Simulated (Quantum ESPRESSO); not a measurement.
**BN under changes of volume**

One of the cells (9.145 Å³/atom); the others are scaled copies at fixed shape and fractional positions:

```
N B
1.0
     1.25112    0.72234    3.37293
    -1.25112    0.72234    3.37293
     0.00000   -1.44467    3.37293
N B
1 1
Cartesian
  0.0000 0.0000 6.7517
  0.0000 0.0000 0.0033
```

The cell is a database's computed one.

* Program: Quantum ESPRESSO 7.5
* Functional: PBE
* Potentials or basis: SSSP 1.3 efficiency PBE
* Cutoff: 816 eV
* Density cutoff: 6531 eV
* k mesh: 12 × 12 × 12
* Occupations: fermi-dirac, width 0.05 eV
* Spin: no spin polarisation

```tsv
volume (Å³/atom)	energy over the lowest point (meV/atom)	pressure (GPa)	gap on the mesh (eV)	largest force (eV/Å)
8.596	37.50	19.3	4.38	0.001
8.779	?	?	?	?
8.962	6.56	7.6	4.33	0.002
9.145	0.50	2.5	4.30	0.003
9.328	0.00	-2.1	4.28	0.005
9.510	4.56	-6.4	4.25	0.006
9.693	13.76	-10.2	4.22	0.007
```

Problem. What does the run at 8.779 Å³/atom give?

Solution. Energy over the lowest point 18.70 meV/atom; pressure 13.2 GPa; gap on the mesh 4.35 eV; largest force 0.000 eV/Å.

Worked out: A Birch-Murnaghan fit of order 3 (a polynomial in V^(-2/3)) to the other rows has its minimum at 9.25 Å³/atom with B0 = V·E''(V) = 233 GPa and B' = 3.5 at fixed shape and positions, which overstates the stiffness. It gives 18.70 meV/atom at 8.779 Å³/atom, against the run's 18.70, and -dE/dV = 13.5 GPa, against 13.2. A straight line through the other rows of the gap, of slope -1.32 eV per unit of ln V, gives 4.35 eV, against the run's 4.35.

Energies are extrapolated to zero smearing.

A mesh can miss the band edges.
